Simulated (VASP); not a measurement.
Runs of VASP 6.6.1 on Sb. It takes space group R-3m (No. 166, trigonal). The conventional cell has a = 4.322 Å, b = 4.322 Å, c = 11.007 Å, α = 90.00°, β = 90.00°, γ = 120.00°. Sb (site symmetry 3m) is surrounded by 6 Sb at 2.94 to 3.27 Å. 

```tsv
task	level	potentials or basis	cell	cutoff (eV)	gap on the mesh (eV)	pressure (GPa)	relaxed volume (Å³/atom)
band structure	PBE+D3(BJ)	VASP PAW PBE potentials, release 64 (Sb)	R-3m, 29.68 Å³/atom	520	-	0.0	-
relaxation of cell and atoms	LDA	VASP PAW LDA potentials, release 64 (Sb)	relaxed	600	none	0.0	-
relaxation of cell and atoms	PBE	VASP PAW PBE potentials, release 64 (Sb)	relaxed	600	none	0.0	-
relaxation of cell and atoms	RPBE	VASP PAW PBE potentials, release 64 (Sb)	relaxed	600	none	0.0	(a)
relaxation of cell and atoms	PBE+D3(BJ)	VASP PAW PBE potentials, release 64 (Sb)	relaxed	600	none	0.0	29.68
```

Alike in all rows: no spin polarisation; k mesh 12 × 12 × 10; smearing methfessel-paxton 0.1 eV.

Q: Fill in the values left out.

A: (a) 33.28.

Caveats: pairwise dispersion overbinds metals, which lowers pressure and volume (some runs); the relaxation stopped at its first step, so nothing moved (some runs); spin-orbit coupling is left out, which moves the levels of the heavy elements (some runs); the PAW data sets were made with another functional, which shifts forces and pressure a little (some runs); the volume moved by +10 % from the deposited cell, more than functionals usually miss (some runs).

A k mesh can miss the band edges, and the runs leave out spin-orbit coupling on Sb.

A gap of «none» marks a metal or a gap under the smearing width.
